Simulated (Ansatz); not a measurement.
Runs of Ansatz 0.2.0 on PbS. It takes space group Pm-3m (No. 221, cubic). Conventional cell: a = 3.654 Å, b = 3.654 Å, c = 3.654 Å, α = 90.00°, β = 90.00°, γ = 90.00°. Pb (site symmetry m-3m) is surrounded by 8 S at 3.16 Å. Around S (site symmetry m-3m) lie 8 Pb at 3.16 Å. Measurements of this composition are mostly on another form, of space group No. 225.

```csv
screening (1/Å),share of exact exchange,gap on the mesh (eV),pressure (GPa)
0.1,0.25,-,-1.5
0.2,0.1,none,-1.3
0.6,0.25,none,-1.5
0.2,0.3,none,-2.0
0.2,0.15,none,-1.6
0.2,0.2,none,-1.9
0.2,0.4,(a),-1.8
0.2,0.05,none,(b)
0.4,0.25,none,-1.9
0.3,0.25,none,-2.0
0.2,0.25,none,-2.1
0.2,0.5,0.43,-2.2
```

Alike in all rows: task single point; level HSE06 form with a typed share of exact exchange; potentials or basis Ansatz PAW; no spin polarisation; cell as given; k mesh 4 × 4 × 4; cutoff (eV) 420; smearing fermi-dirac 0.05 eV; the mesh is coarse, so values aren't converged.

**Question.** Fill in the values left out.

**Answer.** (a) 0.22; (b) -0.9.

Caveats: all runs use coarse meshes; the PAW data sets come from PBE, with cores solved anew for the run's functional, which leaves a small shift of forces and pressure; the thresholds are loose for stress; spin-orbit coupling is left out, which as a rule narrows the gap of such compounds by several tenths of an eV (some runs).

A k mesh can miss the band edges, and the runs leave out spin-orbit coupling on Pb.

A gap of «none» marks a metal or a gap under the smearing width.
